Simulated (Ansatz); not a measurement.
System: cubic perovskite LaAlO3 (cubic high-temperature phase). Method: r²SCAN+SOC (Ansatz, a program for electronic structure, plane waves, PAW).

Numerical settings: plane-wave cutoff 560 eV, 10×10×10 k mesh, Fermi–Dirac smearing 0.01 eV, PAW data made under PBE.

Energies at three volumes about the minimum:

```json
[
 {"V (Å³/atom)": "10.643", "E − E_lowest (meV/atom)": "2.99"},
 {"V (Å³/atom)": "10.860", "E − E_lowest (meV/atom)": "0.00"},
 {"V (Å³/atom)": "11.078", "E − E_lowest (meV/atom)": "2.76"}
]
```

Task: Fit a parabola by hand: where is the minimum, what lattice constant follows, and what is the bulk modulus?

Result: Slopes: (0.00 − 2.99)/(10.860 − 10.643) = -13.779 and (2.76 − 0.00)/(11.078 − 10.860) = 12.661 meV/Å³. Curvature E″ = 2 × (12.661 − (-13.779))/(11.078 − 10.643) = 121.563 meV/Å⁶. From the middle of the first interval, the slope vanishes at V0 = 10.7515 − (-13.779)/121.563 = 10.865 Å³/atom. B = V0 E″ = 10.865 × 121.563 meV/Å³ × 0.1602 GPa per meV/Å³ = 212 GPa. With 5 atoms in the cube, a = (5 × 10.865)^(1/3) = 3.787 Å. The full Birch–Murnaghan fit to all volumes gives V0 = 10.861 Å³/atom and B0 = 212 GPa.

Measured, for comparison: bulk modulus 215 ± 4 GPa (room temperature, no zero-point or thermal correction, cubic phase above 14 GPa, extrapolated to zero pressure; as tabulated in Guennou et al. (2011), arXiv:1105.1276). Computed less measured: bulk modulus -1.4 % (inside the measured uncertainty).

Note: the relaxation could not lower the start's symmetry, so the cell can be a saddle point above a distorted one.
